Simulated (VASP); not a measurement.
# Li (Im-3m) in VASP: RPA correlation energy with PBE

Aim: the RPA correlation energy of Li with PBE.

Program: VASP 6.6.1. These are calculated values, not measurements. Logs are shortened: lines on timing, memory, paths and dates and some standing lists are left out, and cuts for length are marked.

## Step 1: The structure

Symmetry: Im-3m, No. 229, cubic system. The conventional cell has a = 3.424 Å, b = 3.424 Å, c = 3.424 Å, α = 90.00°, β = 90.00°, γ = 90.00°. Around Li (site symmetry m-3m) lie 8 Li at 2.97 Å.

## Step 2: RPA correlation energy, PBE

The input, POSCAR:

```
Li
1.0
   -1.7122100000      1.7122100000      1.7122100000
    1.7122100000     -1.7122100000      1.7122100000
    1.7122100000      1.7122100000     -1.7122100000
Li
1
Direct
    0.0000000000      0.0000000000      0.0000000000
```

The input, INCAR.step1:

```
SYSTEM = Li
ALGO = Normal
EDIFF = 1E-8
ENCUT = 450
GGA = PE
ISMEAR = 0
LASPH = .TRUE.
LCHARG = .FALSE.
LREAL = .FALSE.
LWAVE = .TRUE.
NELM = 100
PREC = Accurate
SIGMA = 0.05
```

The input, INCAR.step2:

```
SYSTEM = Li
AEXX = 1.0
AGGAC = 0.0
ALDAC = 0.0
ALGO = EIGENVAL
EDIFF = 1E-8
ENCUT = 450
GGA = PE
ISMEAR = 0
ISTART = 1
LASPH = .TRUE.
LCHARG = .FALSE.
LHFCALC = .TRUE.
LREAL = .FALSE.
LWAVE = .FALSE.
NELM = 1
PREC = Accurate
PRECFOCK = Fast
SIGMA = 0.05
```

The input, INCAR.step3:

```
SYSTEM = Li
ALGO = Exact
EDIFF = 1E-8
ENCUT = 450
GGA = PE
ISMEAR = 0
ISTART = 1
LASPH = .TRUE.
LCHARG = .FALSE.
LOPTICS = .TRUE.
LREAL = .FALSE.
LWAVE = .TRUE.
NBANDS = 466
NELM = 1
PREC = Accurate
SIGMA = 0.05
```

The input, INCAR.step4:

```
SYSTEM = Li
ALGO = ACFDT
EDIFF = 1E-8
ENCUT = 450
ENCUTGW = 250
GGA = PE
ISMEAR = 0
ISTART = 1
LASPH = .TRUE.
LCHARG = .FALSE.
LREAL = .FALSE.
LWAVE = .FALSE.
NBANDS = 466
NELM = 100
NOMEGA = 12
PREC = Accurate
PRECFOCK = Fast
SIGMA = 0.05
```

The input, KPOINTS:

```
k-points
0
G
  8 8 8
  0 0 0
```

Potentials or basis: VASP PAW PBE potentials, release 64 (Li_GW).

Command:

```console
$ cat potpaw_PBE.64/Li_GW/POTCAR > POTCAR
$ cp INCAR.step1 INCAR
$ mpirun -np 1 vasp_std > vasp.out
$ cp INCAR.step2 INCAR
$ mpirun -np 1 vasp_std > vasp.out
$ cp INCAR.step3 INCAR
$ mpirun -np 1 vasp_std > vasp.out
$ cp INCAR.step4 INCAR
$ mpirun -np 1 vasp_std > vasp.out
```

OUTCAR:

```text
SYSTEM = Li
   EDIFF = 1E-8
   ENCUT = 450
   ENCUTGW = 250
   GGA = PE
   ISMEAR = 0
   ISTART = 1
   LASPH = .TRUE.
   LREAL = .FALSE.
   NELM = 100
   PREC = Accurate
   PRECFOCK = Fast

 ion  position               nearest neighbor table
   1  0.000  0.000  0.000-

  LATTYP: Found a body centered cubic cell.
 ALAT       =     3.4244200000

  Lattice vectors:

 A1 = (  -1.7122100000,   1.7122100000,   1.7122100000)
 A2 = (   1.7122100000,  -1.7122100000,   1.7122100000)
 A3 = (   1.7122100000,   1.7122100000,  -1.7122100000)

Analysis of symmetry for initial positions (statically):
=====================================================================
 Subroutine PRICEL returns:
 Original cell was already a primitive cell.

 Routine SETGRP: Setting up the symmetry group for a
 body centered cubic supercell.

 Subroutine GETGRP returns: Found 48 space group operations
 (whereof 48 operations were pure point group operations)
 out of a pool of 48 trial point group operations.

The static configuration has the point symmetry O_h .

Analysis of symmetry for dynamics (positions and initial velocities):
=====================================================================
 Subroutine PRICEL returns:
 Original cell was already a primitive cell.

 Routine SETGRP: Setting up the symmetry group for a
 body centered cubic supercell.

 Subroutine GETGRP returns: Found 48 space group operations
 (whereof 48 operations were pure point group operations)
 out of a pool of 48 trial point group operations.

The dynamic configuration has the point symmetry O_h .

 Subroutine INISYM returns: Found 48 space group operations
 (whereof 48 operations are pure point group operations),
 and found     1 'primitive' translations

----------------------------------------------------------------------------------------

                                     Primitive cell

  volume of cell :      20.0785

  direct lattice vectors                    reciprocal lattice vectors
    -1.712210000  1.712210000  1.712210000     0.000000000  0.292020255  0.292020255
     1.712210000 -1.712210000  1.712210000     0.292020255  0.000000000  0.292020255
     1.712210000  1.712210000 -1.712210000     0.292020255  0.292020255  0.000000000

  length of vectors
     2.965634713  2.965634713  2.965634713     0.412979004  0.412979004  0.412979004

  position of ions in fractional coordinates (direct lattice)
     0.000000000  0.000000000  0.000000000

  ion indices of the primitive-cell ions
   primitive index   ion index
                 1           1

----------------------------------------------------------------------------------------

 KPOINTS: k-points

Automatic generation of k-mesh.
 Grid dimensions read from file:
 generate k-points for:    8    8    8

 Generating k-lattice:

  Cartesian coordinates                     Fractional coordinates (reciprocal lattice)
     0.000000000  0.036502532  0.036502532     0.125000000  0.000000000  0.000000000
     0.036502532  0.000000000  0.036502532     0.000000000  0.125000000  0.000000000
     0.036502532  0.036502532  0.000000000     0.000000000  0.000000000  0.125000000

  Length of vectors
     0.051622376  0.051622376  0.051622376

  Shift w.r.t. Gamma in fractional coordinates (k-lattice)
     0.000000000  0.000000000  0.000000000

 Subroutine IBZKPT returns following result:
 ===========================================

 Found     29 irreducible k-points:

 Following reciprocal coordinates:
            Coordinates               Weight
  0.000000  0.000000  0.000000      1.000000
  0.125000  0.000000  0.000000     12.000000
  0.250000  0.000000  0.000000     12.000000
  0.375000  0.000000  0.000000     12.000000
  0.500000  0.000000  0.000000      6.000000
  0.125000  0.125000  0.000000     24.000000
  0.250000  0.125000 -0.000000     48.000000
  0.375000  0.125000  0.000000     48.000000
  0.250000  0.250000  0.000000     24.000000
  0.375000  0.250000  0.000000     24.000000
  0.125000  0.125000  0.125000      8.000000
  0.250000  0.125000  0.125000     24.000000
  0.375000  0.125000  0.125000     12.000000
 -0.125000  0.125000  0.125000      6.000000
  0.250000  0.250000  0.125000     24.000000
 -0.250000  0.250000  0.125000     24.000000
 -0.375000  0.375000  0.125000     24.000000
 -0.250000  0.375000  0.125000     24.000000
  0.500000  0.500000  0.125000     12.000000
 -0.375000  0.500000  0.125000     48.000000
 -0.375000 -0.375000  0.125000      8.000000
  0.250000  0.250000  0.250000      2.000000
 -0.250000  0.250000  0.250000      6.000000
 -0.375000  0.375000  0.250000     24.000000
 [... further k-points ...]
   k-points           NKPTS =     29   k-points in BZ     NKDIM =    512   number of bands    NBANDS=    466
   number of dos      NEDOS =    301   number of ions     NIONS =      1
   total plane-waves  NPLWV =  13824
   dimension x,y,z NGX =    24 NGY =   24 NGZ =   24
   dimension x,y,z NGXF=    48 NGYF=   48 NGZF=   48
   ions per type =               1
   NGX,Y,Z   is equivalent  to a cutoff of  13.45, 13.45, 13.45 a.u.
   NGXF,Y,Z  is equivalent  to a cutoff of  26.91, 26.91, 26.91 a.u.
 SYSTEM =  Li
   PREC   = accura    normal or accurate (medium, high low for compatibility)
   ISTART =      1    job   : 0-new  1-cont  2-samecut
   ICHARG =      0    charge: 1-file 2-atom 10-const
   ISPIN  =      1    spin polarized calculation?
   LNONCOLLINEAR =      F non collinear calculations
   LSORBIT =      F    spin-orbit coupling
   LASPH  =      T    aspherical Exc in radial PAW
   ENCUT  =  450.0 eV  33.07 Ry    5.75 a.u.   5.13  5.13  5.13*2*pi/ulx,y,z
   NELM   =    100;   NELMIN=  2; NELMDL=  0     # of ELM steps
   EDIFF  = 0.1E-07   stopping-criterion for ELM
   LREAL  =      F    real-space projection
   EDIFFG = 0.1E-06   stopping-criterion for IOM
   NSW    =      0    number of steps for IOM
   IBRION =     -1    ionic relax: 0-MD 1-quasi-New 2-CG
   NFREE  =      0    steps in history (QN), initial steepest desc. (CG)
   ISIF   =      0    stress and relaxation
   ISYM   =      3    0-nonsym 1-usesym 2-fastsym
   POTIM  = 0.5000    time-step for ionic-motion
   TEBEG  =    0.0;   TEEND  =   0.0 temperature during run
   PSTRESS=    0.0 pullay stress
   NELECT =       1.0000    total number of electrons
   NUPDOWN=      -1.0000    fix difference up-down
   EMIN   =  10.00;   EMAX   =-10.00  energy-range for DOS
   EFERMI =   0.00;   METHOD = LEGACY
   ISMEAR =     0;   SIGMA  =   0.05  broadening in eV -4-tet -1-fermi 0-gaus
   EFERMI_NEDOS =   21; number of points for ismear=-14 and -15
   IALGO  =     38    algorithm
   IMIX   =      4    mixing-type and parameters
     AMIX     =   0.40;   BMIX     =  1.00
     AMIX_MAG =   1.60;   BMIX_MAG =  1.00
  volume/ion in A,a.u.               =      20.08       135.50
  Fermi-wavevector in a.u.,A,eV,Ry     =   0.602325  1.138230  4.936137  0.362796
  Thomas-Fermi vector in A             =   1.654891
   LORBIT       =      0    0 simple, 1 ext, 2 COOP (PROOUT), +10 PAW based schemes
   GGA     = PE    functional components
   LHFCALC =     T    Hartree Fock is set to
   PRECFOCK=fast      Normal, Fast or Accurate (Low or Medium for compatibility)
   ENCUT4O =  -1.0   cutoff for four orbital integrals eV
   NKREDX  =     1    reduce k-point grid by
   NKREDY  =     1    reduce k-point grid by
   NKREDZ  =     1    reduce k-point grid by
   AEXX    =    1.0000 exact exchange contribution
   HFSCREEN=    0.0000 screening length (either q_TF or 0.3 A-1)
   HFSCREENC=   0.0000 screening length for correlation (either q_TF or 0.3 A-1)
   ENCUTFOCK=  -1.0 apply spherical cutoff to Coloumb kernel
   IVDW    =     0    specifies the selected vdW correction
   LEPSILON=     F    determine dielectric tensor
   LRPA    =     F    only Hartree local field effects (RPA)
   LRPAFORCE           =     F    calculate RPA forces
   ENCUTGW             = 250.0    cutoff for response function in eV
   ENCUTGWSOFT         = 200.0    soft cutoff for Coulomb kernel in GW response function in eV
   ENCUTLF             =  -1.0    cutoff for local field effects
   NELMGW              =     1    number of iterations in solving QP/BSE equation
   NELMHF              =     1    number of iterations in the inner HF iteration
   NKREDLFX            =     1    NKREDLFY  =   1   NKREDLFZ  =   1
 non-spin polarized calculation
 Gauss-broadening in eV      SIGMA  =   0.05
  energy-cutoff  :      450.00
  volume of cell :       20.08
 maximum number of plane-waves:       466
 NGX is ok and might be reduce to    24
  NGX = 14; NGY = 14; NGZ = 14
   NGX = 11   NGY = 11   NGZ = 11
 maximum number of plane-waves:       188

      cutoff energy     smooth cutoff   RPA   correlation   Hartree contr. to MP2
---------------------------------------------------------------------------------
            250.000           200.000       -1.4686802009       -4.8179565642
            238.095           190.476       -1.4683171294       -4.8175765460
            226.757           181.406       -1.4679253034       -4.8171660267
            215.959           172.768       -1.4675021995       -4.8167222419
            205.676           164.541       -1.4670469269       -4.8162439900
            195.882           156.705       -1.4665569592       -4.8157285802
            186.554           149.243       -1.4660296065       -4.8151737133
            177.670           142.136       -1.4654637215       -4.8145788761
  linear regression
  converged value                           -1.4734916395       -4.8230117677
```

It took 4.5 min on 1 thread of Intel Xeon 6975P-C (Granite Rapids), shared host; peak memory 2 GiB.

Results:

- Band gap on the k mesh, mean-field level: none (metal or under the smearing width)
- RPA correlation energy: -1.473 eV/atom
- RPA total energy per cell: -3.654 eV
- RPA correlation energy per cell: -1.473 eV

Levels at points of the mesh, in eV from the Fermi level:
| k point | band 1 | band 2 | band 3 |
| --- | --- | --- | --- |
| (0.00, 0.00, 0.00) | -3.65 | 14.66 | 14.66 |
| (0.50, 0.00, 0.00) | 0.19 | 3.22 | 10.39 |
| (0.50, 0.50, 0.50) | 5.51 | 5.51 | 5.51 |

Caveat: the ground state has no gap, which makes the many-body step unreliable.
